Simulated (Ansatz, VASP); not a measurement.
## PbSe: VASP beside Ansatz

INCAR

```
PREC = Accurate
ENCUT = 520
EDIFF = 1E-7
ISMEAR = 0
SIGMA = 0.03
LREAL = F
LASPH = T
NELM = 80
ALGO = Normal
ISIF = 2
LWAVE = F
LCHARG = F
NBANDS = 17
```

File KPOINTS:

```
Automatic mesh
0
Gamma
  10 10 10
```

The input POSCAR:

```
PbSe
1.0
    0.0000000000      3.0621500000      3.0621500000
    3.0621500000      0.0000000000      3.0621500000
    3.0621500000      3.0621500000      0.0000000000
Pb Se
1 1
Direct
    0.0000000000      0.0000000000      0.0000000000
    0.5000000000      0.5000000000      0.5000000000
```

Input for Ansatz:

```yaml
crystal:
  lattice:
    - [0.0, 3.06215, 3.06215]
    - [3.06215, 0.0, 3.06215]
    - [3.06215, 3.06215, 0.0]
  atoms:
    - { symbol: Pb, position: [0.0, 0.0, 0.0] }
    - { symbol: Se, position: [0.5, 0.5, 0.5] }
basis:
  ecutwfc: 420
kpoints:
  mp_grid: { grid: [10, 10, 10] }
hamiltonian:
  xc: lda
scf:
  occupations: { method: gaussian, width: 0.03 }
output:
  forces: true
  stress: true
  eigenvalues: true
```

Alike in both runs: task single point; functional LDA; k mesh 10 × 10 × 10; occupations gaussian, width 0.03 eV; no spin polarisation.

|  | VASP | Ansatz |
| --- | --- | --- |
| version | VASP 6.6.1 | Ansatz 0.2.0 |
| potentials or method | VASP PAW LDA potentials, release 64 (Pb_d, Se) | scalar-relativistic, plane waves, PAW |
| plane-wave cutoff (eV) | 520 | 420 |
| valence electrons in the cell | 20 | 30 |

VASP gave:

```
gap on the k mesh at the Fermi level (eV) : 0.17
least direct gap on the mesh (eV)         : 0.17
pressure (GPa)                            : -2.1
```

Task: Which values does Ansatz return?

Result: gap on the k mesh at the Fermi level (eV): 0.19; least direct gap on the mesh (eV): 0.19; pressure (GPa): -2.2.

The two sets of potentials don't hold the same shells in valence.

Caveats: spin-orbit coupling is left out, which as a rule narrows the gap of such compounds by several tenths of an eV.
